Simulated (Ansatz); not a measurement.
Theory: DFT PBE, scalar-relativistic, plane waves, PAW (Ansatz 0.2.0). Settings: cutoff 420 eV, Γ-centred meshes spaced at most about 0.3 Å⁻¹, and about 0.25 Å⁻¹ or finer for metals (2π included), Gaussian smearing. No spin polarisation.

Each guess is relaxed in cell and atoms at zero pressure, on a coarse mesh first where it starts far from rest and then on a converged one. The steps can't lower the symmetry of the start, but it can rise. Energies are static (0 K, no zero-point motion).

Two unrelaxed guesses for ZnH₅:

Guess 1.

```
CELL_PARAMETERS angstrom
4.33976 0.00000 0.00000
-2.16988 3.75834 0.00000
0.00000 0.00000 3.39525
ATOMIC_POSITIONS crystal
Zn 0.00000 0.00000 0.00000
H 0.50000 0.00000 0.50000
H 0.50000 0.50000 0.50000
H 0.00000 0.50000 0.50000
H 0.33333 0.66667 0.00000
H 0.66667 0.33333 0.00000
```

Guess 2.

```
CELL_PARAMETERS angstrom
3.22251 0.00000 0.00000
-1.61126 2.79078 0.00000
0.00000 0.00000 4.83383
ATOMIC_POSITIONS crystal
Zn 0.00000 0.00000 0.00000
H 0.00000 0.00000 0.63504
H 0.00000 0.00000 0.36496
H 0.23759 0.76241 0.00000
H 0.23759 0.47519 0.00000
H 0.52481 0.76241 0.00000
```

Question: Where do they end, and which end is lower?

Answer: Guess 2 ends lower, by 0.52 eV/atom. Guess 1: P6/mmm at 9.2 Å³/atom → P6/mmm (CaCu5 type) at 5.1 Å³/atom; Guess 2: P-6m2 at 7.2 Å³/atom → P-6m2 at 18.1 Å³/atom. Counting H atoms around Zn (those within 1.25 times the shortest such distance or 1.15 times the sum of covalent radii), the end of guess 1 has Zn 18 and the end of guess 2 has Zn 3. The end of guess 2 holds H–H pairs as short as in free H₂ molecules (shortest 0.75 Å); in the end of guess 1 the shortest H–H distance is 1.66 Å. End of guess 1. Conventional cell: a = 3.759 Å, c = 2.512 Å. Around Zn lie 18 H at 2.17–2.26 Å; H on a site of symmetry mmm has 4 H at 1.66 Å, 4 H at 1.88 Å and 4 Zn at 2.26 Å; H on a site of symmetry -6m2 has 6 H at 1.66 Å, 3 Zn at 2.17 Å and 3 H at 2.17 Å. End of guess 2. Conventional cell: a = 4.386 Å, c = 6.508 Å. Zn is surrounded by 3 H at 1.65 Å; around H on a site of symmetry 3m lies 1 H at 0.75 Å; H on a site of symmetry mm2 is surrounded by 2 H at 1.53 Å and 1 Zn at 1.65 Å.

Ends held by symmetry can be saddle points. Even the lowest of the cells shown lies +0.53 eV/atom against the elements. No dispersion correction is applied, so the spacing and binding between layers, chains or molecules are poorly described (P-6m2), and this can change margins and order among such cells. With hydrogen, zero-point motion can shift such differences by 10 meV/atom or more. Some structure types and database cells were kept out of the candidates from the start, so a known form may be missing.
